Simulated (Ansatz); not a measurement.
The parent structure is CsPbI₃ in the cubic perovskite structure (space group Pm-3m, No. 221; a = 6.390 Å). Axes: x, y, z lie along the cube axes.

(Cell as relaxed with PBE.)

Levels (all Ansatz, a first-principles code, PAW): PBE (420 eV, no SOC); r2SCAN (500 eV, without spin-orbit coupling).

Each level relaxes its own structure.

```
base                      PBE    r2SCAN
-------------------  --------  --------
volume per atom      52.20 Å³  50.79 Å³
lattice parameter a  639.0 pm  633.3 pm
band gap              1.48 eV   1.70 eV
```

Perturbation: the cell is stretched by 2.57 % along z with no lateral relaxation; the atoms relax in the strained cell.

```tsv
quantity	PBE	r2SCAN
shortest interatomic distance	319.5 pm	[?]
electron mass	0.078 mₑ along z, 0.74 mₑ across (at R)	[?]
band gap	1.45 eV	[?]
shift of the gap caused by the change	-0.03 eV	[?]
pressure (mean of the normal stresses, compression positive)	-0.33 GPa	[?]
```

### Question
Given the PBE results, estimate those of r2SCAN.

### Answer

- shortest interatomic distance, r2SCAN: 316.6 pm
- electron mass, r2SCAN: 0.078 mₑ along z, 0.76 mₑ across (at R)
- band gap, r2SCAN: 1.67 eV
- shift of the gap caused by the change, r2SCAN: -0.03 eV
- pressure (mean of the normal stresses, compression positive), r2SCAN: -0.37 GPa

PBE's shortest interatomic distance lies 2.9 pm above r2SCAN's (0.9 %); PBE's band gap lies 0.22 eV below r2SCAN's; the two agree on the shift of the gap caused by the change. Neither level is exact; r2SCAN is the comparison here, not a measurement.

With I and Pb present, leaving out spin-orbit coupling can change the band edges. Masses are band curvatures over ±0.01 Å⁻¹ around the edge. Stability against distortions was not tested. Many cubic perovskites are stable only at high temperature; tilts and polar distortions were not tested. This is not the structure that CsPbI3 has at room temperature and ambient pressure.
